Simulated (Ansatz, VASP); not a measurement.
TaN in VASP and in Ansatz

INCAR

```
PREC = Accurate ; ENCUT = 600
EDIFF = 1E-6 ; ISMEAR = -1
SIGMA = 0.08 ; LREAL = F
LASPH = T ; NELM = 100
ALGO = Normal ; ISIF = 3
LWAVE = F ; LCHARG = F
GGA = PE ; IBRION = 2
NSW = 60 ; EDIFFG = -0.005
```

The input KPOINTS:

```
regular mesh
0
Gamma
  16 16 16
```

Contents of POSCAR:

```
TaN
1.0
    0.0000000000      2.1544346900      2.1544346900
    2.1544346900      0.0000000000      2.1544346900
    2.1544346900      2.1544346900      0.0000000000
Ta N
1 1
Direct
    0.0000000000      0.0000000000      0.0000000000
    0.5000000000      0.5000000000      0.5000000000
```

Input for Ansatz:

```yaml
crystal:
  lattice:
    - [0.0, 2.15443469, 2.15443469]
    - [2.15443469, 0.0, 2.15443469]
    - [2.15443469, 2.15443469, 0.0]
  atoms:
    - { symbol: Ta, position: [0.0, 0.0, 0.0] }
    - { symbol: "N", position: [0.5, 0.5, 0.5] }
kpoints:
  mp_grid: { grid: [16, 16, 16] }
scf:
  occupations: { method: fermi_dirac, width: 0.08 }
hamiltonian:
  xc: pbe
  pseudopotentials: { kind: paw }
output:
  forces: true
  stress: true
  write_density: true
  write_potential: true
  elf: true
  volumetric_format: npy
relax:
  f_tol: 0.005
  max_steps: 40
  cell: {}
```

Alike in both runs: task relaxation of cell and atoms; functional PBE; k mesh 16 × 16 × 16; occupations fermi-dirac, width 0.08 eV; no spin polarisation.

|  | VASP | Ansatz |
| --- | --- | --- |
| version | VASP 6.6.1 | Ansatz 0.2.0 |
| potentials or method | VASP PAW PBE potentials, release 64 (Ta_pv, N) | PAW with Ansatz's default frozen-core files, scalar-relativistic |
| plane-wave cutoff (eV) | 600 | 420 |
| valence electrons in the cell | 16 | 18 |

Ansatz gave:

```
relaxed volume (Å³/atom)                                     : 10.78
relaxed cell length with the largest relative difference (Å) : 3.124
energy change over the relaxation (meV/atom)                 : -66
```

Question: Which values does VASP return?

Answer: Relaxed volume (Å³/atom): 10.80; relaxed cell length with the largest relative difference (Å): 3.126; energy change over the relaxation (meV/atom): -70.

The two sets of potentials don't hold the same shells in valence.

The runs have no spin-orbit coupling, so splittings on Ta are missing.
